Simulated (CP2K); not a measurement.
Input of a CP2K 2026.2 run:

Contents of tan_bands.inp:

```
&GLOBAL
  PROJECT tan_bands
  RUN_TYPE ENERGY_FORCE
  PRINT_LEVEL LOW
&END GLOBAL
&FORCE_EVAL
  METHOD QS
  STRESS_TENSOR ANALYTICAL
  &DFT
    BASIS_SET_FILE_NAME BASIS_MOLOPT_UZH
    POTENTIAL_FILE_NAME POTENTIAL_UZH
    &MGRID
      CUTOFF 450
      REL_CUTOFF 60
      NGRIDS 5
    &END MGRID
    &QS
      METHOD GPW
      EPS_DEFAULT 1.0E-10
    &END QS
    &KPOINTS
      SCHEME MONKHORST-PACK 10 10 10
      GAMMA_CENTERED T
      SYMMETRY T
      SYMMETRY_BACKEND SPGLIB
    &END KPOINTS
    &SCF
      SCF_GUESS ATOMIC
      EPS_SCF 1.0E-6
      MAX_SCF 100
      ADDED_MOS 13
      CHOLESKY OFF
      EPS_EIGVAL 1.0E-7
      &DIAGONALIZATION ON
        ALGORITHM STANDARD
      &END DIAGONALIZATION
      &MIXING ON
        METHOD BROYDEN_MIXING
        ALPHA 0.4
        BETA 1.5
        NBUFFER 8
      &END MIXING
      &SMEAR ON
        METHOD FERMI_DIRAC
        ELECTRONIC_TEMPERATURE 1160.45
      &END SMEAR
    &END SCF
    &XC
      &XC_FUNCTIONAL
        &GGA_X_PBE_SOL
        &END GGA_X_PBE_SOL
        &GGA_C_PBE_SOL
        &END GGA_C_PBE_SOL
      &END XC_FUNCTIONAL
    &END XC
    &PRINT
      &KPOINTS ON
      &END KPOINTS
      &MULLIKEN ON
      &END MULLIKEN
      &MO ON
        ENERGIES T
        OCCUPATION_NUMBERS T
        &EACH
          QS_SCF 0
        &END EACH
        ADD_LAST NUMERIC
      &END MO
      &BAND_STRUCTURE
        FILE_NAME bands.bs
        ADDED_MOS 6
        &KPOINT_SET
          UNITS B_VECTOR
          NPOINTS 6
          SPECIAL_POINT GAMMA 0.00000000 0.00000000 0.00000000
          SPECIAL_POINT X 0.50000000 0.00000000 0.50000000
          SPECIAL_POINT W 0.50000000 0.25000000 0.75000000
          SPECIAL_POINT K 0.37500000 0.37500000 0.75000000
          SPECIAL_POINT GAMMA 0.00000000 0.00000000 0.00000000
          SPECIAL_POINT L 0.50000000 0.50000000 0.50000000
          SPECIAL_POINT U 0.62500000 0.25000000 0.62500000
          SPECIAL_POINT W 0.50000000 0.25000000 0.75000000
          SPECIAL_POINT L 0.50000000 0.50000000 0.50000000
          SPECIAL_POINT K 0.37500000 0.37500000 0.75000000
        &END KPOINT_SET
        &KPOINT_SET
          UNITS B_VECTOR
          NPOINTS 6
          SPECIAL_POINT U 0.62500000 0.25000000 0.62500000
          SPECIAL_POINT X 0.50000000 0.00000000 0.50000000
        &END KPOINT_SET
      &END BAND_STRUCTURE
    &END PRINT
  &END DFT
  &SUBSYS
    &CELL
      ABC 3.1272829774 3.1272829774 3.1272829774
      ALPHA_BETA_GAMMA 59.9999999998 59.9999999996 59.9999999995
      PERIODIC XYZ
    &END CELL
    &COORD
      SCALED
      Ta  0.5000000000 0.5000000000 0.5000000000
      N   0.0000000000 0.0000000000 0.0000000000
    &END COORD
    &KIND Ta
      BASIS_SET TZVP-MOLOPT-PBE-GTH-q13
      POTENTIAL GTH-PBE-q13
    &END KIND
    &KIND N
      BASIS_SET TZVP-MOLOPT-PBE-GTH-q5
      POTENTIAL GTH-PBE-q5
    &END KIND
    &PRINT
      &ATOMIC_COORDINATES ON
      &END ATOMIC_COORDINATES
      &CELL ON
      &END CELL
    &END PRINT
  &END SUBSYS
  &PRINT
    &FORCES ON
    &END FORCES
    &STRESS_TENSOR ON
    &END STRESS_TENSOR
  &END PRINT
&END FORCE_EVAL
```

Potentials or basis: POTENTIAL_UZH Ta GTH-PBE-q13, N GTH-PBE-q5; TZVP-MOLOPT-PBE-GTH basis.

Run with:

```sh
$ OMP_NUM_THREADS=1 cp2k.psmp -i tan_bands.inp -o tan_bands.out
```

Question: Estimate the pressure.

Answer: -13.1 GPa.

Question: Estimate the band gap on the k mesh.

Answer: None (metal or under the smearing width).

Question: Estimate the Mulliken charges.

Answer: Ta +1.44; N -1.44 e.

Levels at the corners of the path, in eV from the Fermi level:
```
point  band 5  band 6  band 7  band 8  band 9  band 10  band 11  band 12  band 13  band 14
    Γ  -18.69   -3.88   -3.88   -3.88   -2.06    -2.06    -2.06     0.06     0.06     1.39
    X  -17.45   -6.61   -5.39   -4.65   -4.65     2.10     3.54     3.54     4.43     6.60
    W  -16.81   -7.40   -6.73   -6.73   -0.22    -0.22     3.55     3.97     4.41     9.74
    K  -16.86   -7.64   -6.75   -6.13   -2.24     2.44     2.55     4.47     4.96     8.16
    Γ  -18.69   -3.88   -3.88   -3.88   -2.06    -2.06    -2.06     0.06     0.06     1.39
    L  -15.76  -10.28   -7.47   -7.47    1.92     1.92     2.00     3.58     7.46     7.46
    U  -16.86   -7.64   -6.75   -6.13   -2.24     2.44     2.55     4.47     4.96     8.16
    W  -16.81   -7.40   -6.73   -6.73   -0.22    -0.22     3.55     3.97     4.41     9.74
    L  -15.76  -10.28   -7.47   -7.47    1.92     1.92     2.00     3.58     7.46     7.46
    K  -16.86   -7.64   -6.75   -6.13   -2.24     2.44     2.55     4.47     4.96     8.16
    U  -16.86   -7.64   -6.75   -6.13   -2.24     2.44     2.55     4.47     4.96     8.16
    X  -17.45   -6.61   -5.39   -4.65   -4.65     2.10     3.54     3.54     4.43     6.60
```

Caveat: the potentials were made for another functional, which shifts forces and pressure; spin-orbit coupling is left out, which moves the levels of the heavy elements; the basis of atomic orbitals isn't converged, which shifts pressures, moduli and gaps.
